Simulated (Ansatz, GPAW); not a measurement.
Given: the input of a run of Ansatz 0.2.0 on KF (Carobbiite). 

The input input.yaml:

```yaml
crystal:
  lattice:
    - [0.0, 2.67185, 2.67185]
    - [2.67185, 0.0, 2.67185]
    - [2.67185, 2.67185, 0.0]
  atoms:
    - { symbol: K, position: [0.0, 0.0, 0.0] }
    - { symbol: F, position: [0.5, 0.5, 0.5] }
hamiltonian:
  xc: lda
  pseudopotentials: { kind: paw }
kpoints:
  mp_grid: { grid: [9, 9, 9] }
scf:
  occupations: { method: gaussian, width: 0.1 }
output:
  forces: true
  stress: true
  eigenvalues: true
  write_density: true
  write_potential: true
  elf: true
  volumetric_format: npy
```

Potentials or basis: Ansatz PAW.

Command:

```sh
$ ansatz run input.yaml --threads 1 --pin off --max-ram 3584MiB --backend cpu --events-out ev --progress --plain --runs-dir out
```

What does the same run look like in GPAW 26.7.0 (ASE script)? Potentials or basis there: the program's PAW data sets (release 1.2.1) made for this functional, cutoff 800 eV.

As run (cutoffs and basis follow the program's own potentials, and thresholds, step limits or extra output files can differ):

Contents of run.py:

```python
from ase.dft.bandgap import bandgap
from ase.io import read, write
from ase.units import Bohr, GPa
from gpaw import GPAW, PW
from gpaw.elf import elf_from_dft_calculation

atoms = read('POSCAR')

calc = GPAW(mode=PW(800),
            xc='LDA',
            kpts={'size': (9, 9, 9), 'gamma': True},
            occupations={'name': 'methfessel-paxton', 'order': 0, 'width': 0.1},
            nbands=16,
            convergence={'density': 1e-05, 'energy': 1e-05},
            maxiter=150,
            txt='gpaw.txt')
atoms.calc = calc
energy = atoms.get_potential_energy()
forces = atoms.get_forces()
stress = atoms.get_stress()
calc.write('gs.gpw')
write('result.traj', atoms)
print(f'Energy: {energy:.6f} eV')
print('Forces (eV/A):')
print(forces.round(4))
print('Stress (GPa):', (stress / GPa).round(3))
print('Fermi level:', round(calc.get_fermi_level(), 4), 'eV')
print(f'Gap: {bandgap(calc)[0]:.4f} eV, direct: {bandgap(calc, direct=True)[0]:.4f} eV')

# fields on the real-space grid
write('density.cube', atoms, data=calc.get_pseudo_density() * Bohr**3)
write('potential.cube', atoms, data=calc.get_electrostatic_potential())
write('elf.cube', atoms, data=elf_from_dft_calculation(calc).data)
```

File POSCAR:

```
KF
1.0
    0.0000000000      2.6718500000      2.6718500000
    2.6718500000      0.0000000000      2.6718500000
    2.6718500000      2.6718500000      0.0000000000
K F
1 1
Direct
    0.0000000000      0.0000000000      0.0000000000
    0.5000000000      0.5000000000      0.5000000000
```

Potentials or basis: the program's PAW data sets (release 1.2.1) made for this functional, pw.

Run with:

```console
$ OMP_NUM_THREADS=1 python run.py
```

Both were run:

|  | Ansatz | GPAW |
| --- | --- | --- |
| Pressure | -3.5 GPa | -4.3 GPa |

Ansatz's pressure holds a Pulay term of +0.45 GPa for its cutoff of 420 eV, which the other run lacks.

Ansatz's potentials were made for PBE.

Where Ansatz's input types no cutoff or centring, it takes its own default and a Γ-centred mesh.

The two programs' LDA may be different fits to the electron gas.

Pressure is positive in compression.
